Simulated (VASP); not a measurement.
Write the native input for VASP 6.6.1 that does the following.

- Task: single point
- Functional: r2SCAN
- Potentials or basis: VASP PAW PBE potentials, release 64 (H)
- Cutoff: 520 eV
- k mesh: 5 × 5 × 4
- Occupations: gaussian, width 0.01 eV
- Spin: no spin polarisation
- Dipole correction: no
- Further INCAR settings: ALGO = Normal; EDIFF = 1e-06; NBANDS = 10

Crystal: H.

```xyz
4
Lattice="2.5790 -2.5234 0.0000 2.5790 2.5234 0.0000 0.0000 0.0000 4.0716" Properties=species:S:1:pos:R:3 pbc="T T T"
H     2.5790   -2.2877    0.2789
H     2.5790    0.2357    1.7569
H     2.5790   -0.2357    2.3147
H     2.5790    2.2877    3.7927
```

The input as run:

POSCAR

```
H
1.0
    2.5790070021     -2.5233895521      0.0000000000
    2.5790070021      2.5233895521      0.0000000000
    0.0000000000      0.0000000000      4.0716041306
H
4
Direct
    0.9532956300      0.0467043700      0.0685088900
    0.4532956300      0.5467043700      0.4314911100
    0.5467043700      0.4532956300      0.5685088900
    0.0467043700      0.9532956300      0.9314911100
```

INCAR.step1

```
PREC     = Accurate       # precision mode
ENCUT    = 520            # plane-wave cutoff, eV
ISMEAR   = 0              # smearing method
SIGMA    = 0.01           # smearing width, eV
LREAL    = False          # projectors in reciprocal space
LASPH    = True           # aspherical terms in the spheres
NELM     = 100            # most SCF steps
NBANDS   = 10             # bands
GGA      = PE             # functional
ALGO     = Normal         # electronic algorithm
EDIFF    = 1E-4           # SCF threshold, eV
LWAVE    = True           # write WAVECAR
LCHARG   = False          # write CHGCAR
```

INCAR.step2

```
PREC     = Accurate       # precision mode
ENCUT    = 520            # plane-wave cutoff, eV
EDIFF    = 1E-6           # SCF threshold, eV
ISMEAR   = 0              # smearing method
SIGMA    = 0.01           # smearing width, eV
LREAL    = False          # projectors in reciprocal space
LASPH    = True           # aspherical terms in the spheres
NELM     = 100            # most SCF steps
ALGO     = Normal         # electronic algorithm
ISIF     = 2              # what is computed and relaxed
LWAVE    = False          # write WAVECAR
LCHARG   = False          # write CHGCAR
METAGGA  = R2SCAN         # meta-GGA
LMIXTAU  = True         
NBANDS   = 10             # bands
ISTART   = 1
```

KPOINTS

```
Automatic mesh
0
Gamma
  5 5 4
```

Potentials or basis: VASP PAW PBE potentials, release 64 (H).

Run with:

```bash
$ cat potpaw_PBE.64/H/POTCAR > POTCAR
$ cp INCAR.step1 INCAR
$ mpirun -np 1 vasp_std > vasp.out
$ cp INCAR.step2 INCAR
$ mpirun -np 1 vasp_std > vasp.out
```

Results of the run:

```
Pressure               : 0.5 GPa
Largest force          : 0.446 eV/Å
Band gap on the k mesh : 10.28 eV, indirect (least direct gap 10.97 eV)
```

Caveat: the PAW data sets were made with another functional, which shifts forces and pressure a little; an odd mesh through Γ misses points on the zone boundary, where band edges often lie.

It took 20 s on 1 thread of Intel(R) Xeon(R) 6975P-C (Granite Rapids), with other jobs on the host, peak memory 0.16 GiB.
